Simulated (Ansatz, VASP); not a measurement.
## One calculation of Ga, two programs

INCAR

```
  ALGO = Fast
  EDIFF = 1E-6
  ENCUT = 520
  GGA = PS
  ISIF = 2
  ISMEAR = -1
  LASPH = T
  LCHARG = F
  LREAL = F
  LWAVE = F
  NBANDS = 34
  NELM = 100
  PREC = Accurate
  SIGMA = 0.05
```

File KPOINTS:

```
k-points
0
Gamma
  7 7 6
```

Contents of POSCAR:

```
Ga
1.0
    3.8918179022     -2.3722613222      0.0000000000
    3.8918179022      2.3722613222      0.0000000000
    0.0000000000      0.0000000000      4.5762813287
Ga
4
Direct
    0.6655504900      0.0096853900      0.2500000000
    0.0096853900      0.6655504900      0.7500000000
    0.3344495100      0.9903146100      0.7500000000
    0.9903146100      0.3344495100      0.2500000000
```

File input.yaml:

```yaml
crystal:
  lattice:
    - [3.8918179022, -2.3722613222, 0.0]
    - [3.8918179022, 2.3722613222, 0.0]
    - [0.0, 0.0, 4.5762813287]
  atoms:
    - { symbol: Ga, position: [0.66555049, 0.00968539, 0.25] }
    - { symbol: Ga, position: [0.00968539, 0.66555049, 0.75] }
    - { symbol: Ga, position: [0.33444951, 0.99031461, 0.75] }
    - { symbol: Ga, position: [0.99031461, 0.33444951, 0.25] }
kpoints:
  mp_grid: { grid: [7, 7, 6] }
scf:
  occupations: { method: fermi_dirac, width: 0.05 }
hamiltonian:
  xc: pbesol
  pseudopotentials: { kind: all_electron, lapw: { basis_error: 0.001 } }
output:
  forces: true
  stress: true
  eigenvalues: true
```

Change from the starting cell: volume scaled by 1.06.

Alike in both runs: task single point; functional PBEsol; k mesh 7 × 7 × 6; occupations fermi-dirac, width 0.05 eV; no spin polarisation.

```csv
,VASP,Ansatz
version,VASP 6.6.1,Ansatz 0.2.0
potentials or method,"VASP PAW PBE potentials, release 64 (Ga_d)","all-electron LAPW, scalar-relativistic"
plane-wave cutoff (eV),520,see its input
```

VASP gave:

```
gap on the k mesh at the Fermi level (eV)       : none
pressure (GPa)                                  : -3.1
largest component of the traceless stress (GPa) : 0.24
rms of the force components (eV/Å)              : 0.018
```

Problem. Which values does Ansatz return?

Solution. gap on the k mesh at the Fermi level (eV): none; pressure (GPa): -2.9; largest component of the traceless stress (GPa): 0.24; rms of the force components (eV/Å): 0.020.

Atom by atom the forces differ by 0.002 eV/Å (rms over components). A gap of «none» marks a metal or a gap that the smearing closes. Ansatz ran all-electron here, so the differences hold the error of VASP's frozen core and of both bases.

Caveats: the PAW data sets were made with another functional, which shifts forces and pressure a little (VASP).
